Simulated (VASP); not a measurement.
Set up this calculation in VASP 6.6.1, as the native input.

- Task: optical spectrum
- Functional: HSE03
- Dispersion: TS
- Potentials or basis: VASP PAW PBE potentials, release 64 (C)
- Cutoff: 520 eV
- k mesh: 7 × 7 × 7
- Occupations: tetrahedron
- Spin: no spin polarisation
- Grid for exact exchange (PRECFOCK): Fast
- Further INCAR settings: PREC = Normal; ALGO = Normal; EDIFF = 1e-06; NBANDS = 28

C:

```xyz
2
Lattice="0.0000 1.7834 1.7834 1.7834 0.0000 1.7834 1.7834 1.7834 0.0000" Properties=species:S:1:pos:R:3 pbc="T T T"
C     2.6751    2.6751    2.6751
C     1.7834    1.7834    1.7834
```

This isn't the form of C at room conditions, which is graphite.

The input as run:

POSCAR

```
C
1.0
    0.0000000000      1.7833700000      1.7833700000
    1.7833700000      0.0000000000      1.7833700000
    1.7833700000      1.7833700000      0.0000000000
C
2
Cartesian
    2.6750550000      2.6750550000      2.6750550000
    1.7833700000      1.7833700000      1.7833700000
```

INCAR.step1

```
SYSTEM = C
  ALGO = Normal
  EDIFF = 1E-5
  ENCUT = 520
  GGA = PE
  ISIF = 2
  ISMEAR = -5
  LASPH = .True.
  LCHARG = .False.
  LREAL = .False.
  LWAVE = .True.
  NBANDS = 28
  NELM = 100
  PREC = Normal
  SIGMA = 0.05
```

INCAR.step2

```
SYSTEM = C
  ALGO = Normal
  CSHIFT = 0.1
  EDIFF = 1E-6
  ENCUT = 520
  GGA = PE
  HFSCREEN = 0.3
  ISIF = 2
  ISMEAR = -5
  ISTART = 1
  IVDW = 2
  LASPH = .True.
  LCHARG = .False.
  LHFCALC = .True.
  LOPTICS = .True.
  LREAL = .False.
  LWAVE = .False.
  NBANDS = 28
  NEDOS = 2000
  NELM = 100
  PREC = Normal
  PRECFOCK = Fast
  SIGMA = 0.05
```

KPOINTS

```
k-points
0
Gamma
  7 7 7
  0 0 0
```

Potentials or basis: VASP PAW PBE potentials, release 64 (C).

The run is started by

```console
$ cat potpaw_PBE.64/C/POTCAR > POTCAR
$ cp INCAR.step1 INCAR
$ mpirun -np 1 vasp_std > vasp.out
$ cp INCAR.step2 INCAR
$ mpirun -np 1 vasp_std > vasp.out
```

Results of the run:

```yaml
Pressure: -13.8 GPa
Band_gap_on_the_k_mesh: 5.17 eV, indirect (least direct gap 6.75 eV)
Dispersion_energy_per_atom: -0.193 eV
```

Caveat: the k mesh is coarse (spacing up to 0.44 Å⁻¹), so the values aren't converged, least of all with exact exchange; spectra need much finer meshes, so this one isn't converged; independent-particle spectra lack excitons; the PAW data sets were made with another functional, which shifts forces and pressure a little; an odd mesh through Γ misses points on the zone boundary, where band edges often lie.

Wall time 4.2 min on 1 thread of Intel(R) Xeon(R) Platinum 8488C (Sapphire Rapids), on a shared host, peak memory 0.21 GiB.
